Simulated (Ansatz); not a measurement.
## PbF2 in the CdI2-type structure

Computed with Ansatz (plane waves, PAW, 420 eV cutoff): PBEsol, scalar-relativistic, no spin polarisation, 12×12×6 k-mesh. The datasets are Ansatz's generated set soft_2.

```
CELL_PARAMETERS angstrom
3.91420 0.00000 0.00000
-1.95710 3.38979 0.00000
0.00000 0.00000 4.64111
ATOMIC_POSITIONS crystal
Pb 0.00000 0.00000 0.00000
F 0.33333 0.66667 0.21505
F 0.66667 0.33333 0.78495
```

The start was a prototype's sites filled with these elements. The Crystallography Open Database lists the compound in space groups Pnma, Fm-3m, so this is a trial structure.

(1) What is the high-frequency dielectric tensor ε∞ (density-functional perturbation theory, local fields included)?

(2) What is the static dielectric tensor, the lattice's part included?

(3) List the optical modes at the zone centre without the LO–TO term, with degeneracy and infrared intensity.

Answers:

(1) 
```
3.27 0.00 0.00
0.00 3.27 0.00
0.00 0.00 2.29
```

(2) 
```
40.79  0.00  0.00
 0.00 40.79  0.00
 0.00  0.00  4.30
```

(3) 
```tsv
ω (cm⁻¹)	degeneracy	IR intensity ((D/Å)²/u)
96	2	19.99
169	1	1.65
231	1	0.00
246	2	0.00
```

The principal values of ε∞, 2.29, 3.27, give refractive indices of 1.51, 1.81 below the gap, so the crystal is birefringent.

The mean Born charge of Pb is 2.99 against a formal +2. It exceeds the formal charge because moving the ion changes its mixing with the anions' p states, and electrons flow along the bond.

Semilocal functionals make the gap too small and so ε∞ somewhat too large. These numbers lack spin–orbit coupling.
